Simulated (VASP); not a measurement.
# Shielding tensors and field gradients of BN, part 4 of 4

What are the shielding tensors of BN? The cell has space group P6_3/mmc. The start is a cell from a database of measured crystal structures.

VASP 6.6.1, plane waves and PAW; the level of theory is named at each step.

So far. Step 2 (Ground state): The cell has a gap of 4.42 eV on this mesh and a pressure of +5.2 GPa, which holds the misfit of the given cell and coordinates with this functional, and any error of cutoff, mesh and data sets.

The database entry behind the starting cell differs from later determinations by our own check (about 0.3 % short, minor phase), so it need not match the best structure at ambient conditions.

### Step 4. Another functional, PAW release LDA 64 (continued)

Level of this step: chemical shifts by linear response (GIPAW), LDA; plane waves and PAW (N, B) (VASP).

From OUTCAR (step 4):

```text
 Found     24 irreducible k-points:

   NELECT =      16.0000    total number of electrons

  Total       -0.7763258     -0.7763258     -0.1562388      0.0000000      0.0000000      0.0000000
  in kB      -34.6791856    -34.6791856     -6.9793328      0.0000000      0.0000000      0.0000000
  external PRESSURE =     -25.4459014 kB  Pullay stress =       0.0000000 kB

 POSITION                                       TOTAL-FORCE (eV/Angst)
 -----------------------------------------------------------------------------------
      1.24912      0.72118      1.65892         0.000000      0.000000      0.000000
     -0.00000      1.44236      4.97677        -0.000000     -0.000000      0.000000
      1.24912      0.72118      4.97677         0.000000     -0.000000      0.000000
     -0.00000      1.44236      1.65892        -0.000000      0.000000      0.000000
 -----------------------------------------------------------------------------------
    total drift:                                0.000000     -0.000000      0.000000

 Electric field gradients after diagonalization (V/A^2)
 (convention: |V_zz| > |V_xx| > |V_yy|)
----------------------------------------------------------------------
 ion       V_xx      V_yy      V_zz     asymmetry (V_yy - V_xx)/ V_zz
----------------------------------------------------------------------
   1      -3.619    -3.617     7.237       0.000
   2      -3.619    -3.617     7.237       0.000
   3     -17.589   -17.589    35.177       0.000
   4     -17.589   -17.589    35.177       0.000
----------------------------------------------------------------------

  ORBITAL MAGNETIC SUSCEPTIBILITY, excluding core contribution
 -------------------------------------------------------------
  Approximate magnetic susceptibility, pGv (10^-6 cm^3/mole)
     1        -19.470881          0.000000          0.000000
     2          0.000000        -19.469993          0.000000
     3          0.000000         -0.000000        -32.572726
 -------------------------------------------------------------
  Approximate magnetic susceptibility, vGv (10^-6 cm^3/mole)
     1        -17.109140          0.000000          0.000000
     2          0.000000        -17.121633          0.000000
     3          0.000000         -0.000000        -35.078159

  BDIR labels direction of applied magnetic field (i.e. B0)
  For BDIR==1, B0 along x-axis, etc.
  Induced field listed along cartesian directions for each BDIR
 ------------------------------------------------------------------------------------------
                 EXCLUDING G=0 CONTRIBUTION              INCLUDING G=0 CONTRIBUTION
 ------------------------------------------------------------------------------------------
  ion  BDIR            X           Y           Z                X           Y           Z
          (   iso_shield        span        skew ) (   iso_shield        span        skew )
 ------------------------------------------------------------------------------------------
    1     1      20.3555      0.0000      0.0000          28.1800      0.0000      0.0000
          2      -0.0000     20.3541      0.0000          -0.0000     28.1782      0.0000
          3       0.0000      0.0000    253.8984           0.0000      0.0000    266.8046
          (      98.2027    233.5443      1.0000 ) (     107.7209    238.6264      1.0000 )

    2     1      20.3555      0.0000      0.0000          28.1800      0.0000      0.0000
          2      -0.0000     20.3541      0.0000          -0.0000     28.1782      0.0000
          3       0.0000      0.0000    253.8984           0.0000      0.0000    266.8046
          (      98.2027    233.5443      1.0000 ) (     107.7209    238.6264      1.0000 )

    3     1      40.7871     -0.0000     -0.0000          48.6115     -0.0000     -0.0000
          2       0.0000     40.7871      0.0000           0.0000     48.6112     -0.0000
          3       0.0000      0.0000     81.4949           0.0000      0.0000     94.4011
          (      54.3564     40.7079      1.0000 ) (      63.8746     45.7899      1.0000 )

    4     1      40.7871     -0.0000     -0.0000          48.6115     -0.0000     -0.0000
          2       0.0000     40.7871     -0.0000           0.0000     48.6112     -0.0000
          3       0.0000      0.0000     81.4949           0.0000      0.0000     94.4011
          (      54.3564     40.7079      1.0000 ) (      63.8746     45.7899      1.0000 )
 ------------------------------------------------------------------------------------------

[... 10 parts as in an earlier step ...]

[... 1 further part left out ...]
```

This step gave:

```yaml
free_energy_toten: -38.58 eV
fermi_energy: 2.252 eV
pressure: -2.545 GPa
gap_on_the_k_mesh: 4.238 eV
least_direct_gap_on_the_k_mesh: 4.52 eV
```

Valence and core; the G = 0 term is that of a spherical sample. NMR shielding, by row:

```csv
atom,isotropic shielding (ppm),span (ppm),skew,isotropic shielding without the G = 0 term (ppm)
N1,107.7,238.6,1,98.2
N2,107.7,238.6,1,98.2
B3,63.87,45.79,1,54.36
B4,63.87,45.79,1,54.36
```

Ordered as |Vzz| ≥ |Vxx| ≥ |Vyy|, the program's way. Electric field gradients, by row:

```csv
atom,Vxx (V/Å²),Vyy (V/Å²),Vzz (V/Å²),asymmetry
N1,-3.619,-3.617,7.237,0
N2,-3.619,-3.617,7.237,0
B3,-17.59,-17.59,35.18,0
B4,-17.59,-17.59,35.18,0
```

Against the first shielding run the largest change is -9.5 ppm, on N1.

### Step 5. Summary

This step: chemical shifts by linear response (GIPAW), PBE, LDA; plane waves and PAW (VASP 6.6.1).

No new run; the numbers come from the runs before.

Isotropic shieldings. Cost is wall time times ranks on a shared host. Shieldings by setting:

```csv
run,ENCUT (eV),k mesh,"N1, Wyckoff letter d (ppm)","B3, Wyckoff letter c (ppm)",cost (core minutes)
first shielding run,560,9x9x3,117.2,67.36,5.6
another functional,560,9x9x3,107.7,63.87,5.53
```

### Step 6. Outcome

```yaml
n_isotropic_shielding: 117.2 ppm
b_isotropic_shielding: 67.4 ppm
```

What this shows: At PBE, in the first shielding run, the isotropic shieldings are N 117.2 ppm; B 67.4 ppm. In the first shielding run the widest tensor is that of N1, with a span (largest less smallest principal value) of 226 ppm. The largest field gradient of that run is Vzz = 35.1 V/Å² at B3. Against the first shielding run, the one with another functional moves the shieldings by at most 9.5 ppm. Shifts were not obtained, since a shift is the shielding of a reference compound, computed alike, less these values. The G = 0 term is the part set by the sample's shape, taken here for a sphere. No finer mesh was run, so convergence in it isn't shown. VASP's guide advises LASPH and NLSPLINE for shieldings, which this input doesn't set; the effect wasn't tested. The cell has space group P6_3/mmc. The given cell is kept, although it stands at +5.1 GPa at PBE and ENCUT = 560 eV, which holds the mismatch of the given cell with this functional, any error of the entry itself and any basis-set error.

[Lines on the potential files, build, host, timing and source positions are cut from VASP's logs without a mark.]

[Logs are printed without paths, hosts, clocks, repeated set-up lines and the standing remarks that a program may print on its own settings, such as how far it seeks lower states.]

[Hosts, paths, dates, database ids (printed as entryN), source tags and the programs' standing remarks are cut or masked in the printed files.]
